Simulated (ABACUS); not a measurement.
Set up this calculation in ABACUS 3.10.1, as the native input.

- Task: relaxation of cell and atoms
- Functional: LDA
- Potentials or basis: PseudoDojo NC SR 0.4.1 PBE standard
- Cutoff: 1361 eV
- Density cutoff: 5442 eV
- Basis: DZP LCAO (the cutoffs set its grid)
- k mesh: 8 × 8 × 4
- Occupations: fermi-dirac, width 0.05 eV
- Spin: no spin polarisation
- Radial cutoff of the potentials (pseudo_rcut): 7 bohr
- Orbital files: Ti Ti_confined-atom_7au_3s2p2d1f.orb, Al Al_confined-atom_8au_2s2p1d.orb
- Max steps of the relaxation: 60
- Force threshold: 0.01 eV/Å
- Optimiser: cg
- Stress threshold: 0.5 kbar
- SCF threshold on the density: 1e-07
- Max SCF steps: 100
- Eigensolver: genelpa
- Mixing: broyden
- Mixing share: 0.7
- Symmetry key: 1

TiAl:

```
Ti Al
1.0
     2.86726    0.00000    0.00000
    -1.43363    2.48312    0.00000
     0.00000    0.00000    4.67808
Ti Al
1 1
Direct
  0.00000 0.00000 0.00000
  0.33333 0.66667 0.50000
```

The cell comes from a database or a generator and needn't be the stable form of this composition.

One way to write it, as run:

INPUT

```
INPUT_PARAMETERS
suffix              TiAl
calculation         cell-relax
basis_type          lcao
pseudo_dir          ./
orbital_dir         ./
symmetry            1
dft_functional      pz
ecutwfc             100
pseudo_rcut         7
nspin               1
nbands              12
ks_solver           genelpa
smearing_method     fd
smearing_sigma      0.00367493
scf_thr             1e-07
scf_nmax            100
mixing_type         broyden
mixing_beta         0.7
cal_force           1
cal_stress          1
out_mul             1
relax_nmax          60
force_thr_ev        0.01
relax_method        cg
out_stru            1
stress_thr          0.5
```

STRU

```
ATOMIC_SPECIES
Ti 47.8670 Ti.upf
Al 26.9815 Al.upf

NUMERICAL_ORBITAL
Ti_confined-atom_7au_3s2p2d1f.orb
Al_confined-atom_8au_2s2p1d.orb

LATTICE_CONSTANT
1.8897261246

LATTICE_VECTORS
2.8672622327 0.0000000000 0.0000000000
-1.4336311163 2.4831219328 0.0000000000
0.0000000000 0.0000000000 4.6780830000

ATOMIC_POSITIONS
Cartesian

Ti
0.0
1
0.0000000000 0.0000000000 0.0000000000 1 1 1

Al
0.0
1
-0.0000000001 1.6554146219 2.3390415000 1 1 1
```

KPT

```
K_POINTS
0
Gamma
8 8 4 0 0 0
```

Potentials or basis: PseudoDojo NC SR 0.4.1 PBE standard, DZP LCAO (the cutoffs set its grid).

Command:

```sh
$ OMP_NUM_THREADS=1 mpirun -np 4 abacus > log
```

It gave:

```json
{
  "Relaxed volume": "16.11 Å³/atom",
  "Relaxed cell": "a = 2.842 Å, b = 2.842 Å, c = 4.608 Å, α = 90.00°, β = 90.00°, γ = 120.00°",
  "Space group after relaxing (to 0.05 Å)": "P-6m2 (No. 187)",
  "Energy gained by relaxing": "6.7 meV/atom",
  "Ionic steps": "5",
  "Pressure after relaxing": "0.0 GPa",
  "Mulliken charges": "Ti -0.15; Al +0.15 e"
}
```

Caveat: the atomic orbitals were generated for these runs and aren't a published set; Mulliken charges move with the basis; the potentials were made for another functional, which shifts forces and pressure; the basis of atomic orbitals isn't converged, which shifts pressures, moduli and gaps.

Wall time 11 s on 4 MPI ranks on AMD EPYC 9R45 96-Core Processor (Zen 5) (shared host), peak memory 0.48 GiB a rank.
